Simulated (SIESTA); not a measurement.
**ZrO2 in SIESTA: the effect of functional**

Crystal: ZrO2.

```
CELL_PARAMETERS angstrom
0.00000 2.54507 2.54507
2.54507 0.00000 2.54507
2.54507 2.54507 0.00000
ATOMIC_POSITIONS crystal
Zr 0.00000 0.00000 0.00000
O 0.75000 0.75000 0.75000
O 0.25000 0.25000 0.25000
```

Measurements of this composition are mostly on another form, of space group No. 14.

Alike in all runs:

| Property | Result |
| --- | --- |
| Program | SIESTA 5.4.2 |
| Task | single point |
| Potentials or basis | PseudoDojo 0.4 standard (PBE files) |
| Basis | DZP (energy shift 0.003 Ry; two zetas on semicore shells) |
| Grid cutoff | 800 Ry |
| Energy shift | 0.003 Ry |
| k mesh | 9 × 9 × 9 |
| Occupations | fermi-dirac, width 0.05 eV |
| Spin | no spin polarisation |

```tsv
functional	gap on the mesh (eV)	pressure (GPa)
vdW-DF	3.26	16.4
vdW-DF2	3.23	22.9
optB88-vdW	?	?
vdW-DF-C09	3.14	2.8
vdW-DF-cx	3.15	4.0
VV10	3.18	13.4
```

Question: What does the run with functional optB88-vdW give?

Answer: gap on the mesh 3.19 eV; pressure 9.1 GPa.

Caveats: the potentials were made for another functional, which shifts forces and pressure; an odd mesh through Γ misses points on the zone boundary, where band edges often lie; the basis of atomic orbitals isn't converged, which shifts pressures, moduli and gaps; the non-local part is tabulated coarsely and may be off by about a percent (some runs).

Runs at the PBE level aren't shown here.
